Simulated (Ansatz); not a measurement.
**What a trial cell of Cr relaxes into**

Method: DFT PBE, scalar-relativistic, plane waves, PAW (Ansatz 0.2.0). Cutoff 420 eV, Γ-centred k mesh, Gaussian smearing, no spin polarisation in the final step.

Cr was placed on the lonsdaleite structure type (P6_3/mmc, No. 194), at a guessed volume.

```yaml
crystal:
  lattice:
    - [3.34007, 0.00000, 0.00000]
    - [-1.67003, 2.89258, 0.00000]
    - [0.00000, 0.00000, 5.51111]
  atoms:
    - { symbol: Cr, position: [0.33333, 0.66667, 0.43750] }
    - { symbol: Cr, position: [0.66667, 0.33333, 0.93750] }
    - { symbol: Cr, position: [0.66667, 0.33333, 0.56250] }
    - { symbol: Cr, position: [0.33333, 0.66667, 0.06250] }
```

Cell and atoms relax at zero pressure; the relaxation can't lower the symmetry of the start. After a coarse first stage the cell is made exact in the group found at 0.06 Å.

Energies count from the standard state of Cr at the same level.

Question: What does it relax into?

Answer: It keeps P6_3/mmc (No. 194), but not the shape of the type it started on. Conventional cell: a = 2.621 Å, c = 8.171 Å. Cr is coordinated by 1 Cr at 2.08 Å and 9 Cr at 2.51–2.62 Å.

```cif
data_structure
_symmetry_space_group_name_H-M 'P6_3/mmc'
_symmetry_Int_Tables_number 194
_cell_length_a 2.6209
_cell_length_b 2.6209
_cell_length_c 8.1709
_cell_angle_alpha 90.000
_cell_angle_beta 90.000
_cell_angle_gamma 120.000
_cell_volume 48.61
loop_
_atom_site_label
_atom_site_type_symbol
_atom_site_symmetry_multiplicity
_atom_site_Wyckoff_symbol
_atom_site_fract_x
_atom_site_fract_y
_atom_site_fract_z
_atom_site_occupancy
Cr1 Cr 4 f 0.33333 0.66667 0.37716 1
```

Question: What are its volume, energy, density and gap?

Answer: The volume per atom is 12.15 Å³, the density is 7.11 g/cm³ and the energy over the standard structure is 0.67 eV/atom. The gap on the 21×21×6 mesh is 0 eV (a metal).

The final run used a 21×21×6 mesh on its 4-atom cell and 0.10 eV smearing. For metals, differences of a few meV/atom aren't resolved. Symmetry constrained the relaxation, so the result can be a saddle point.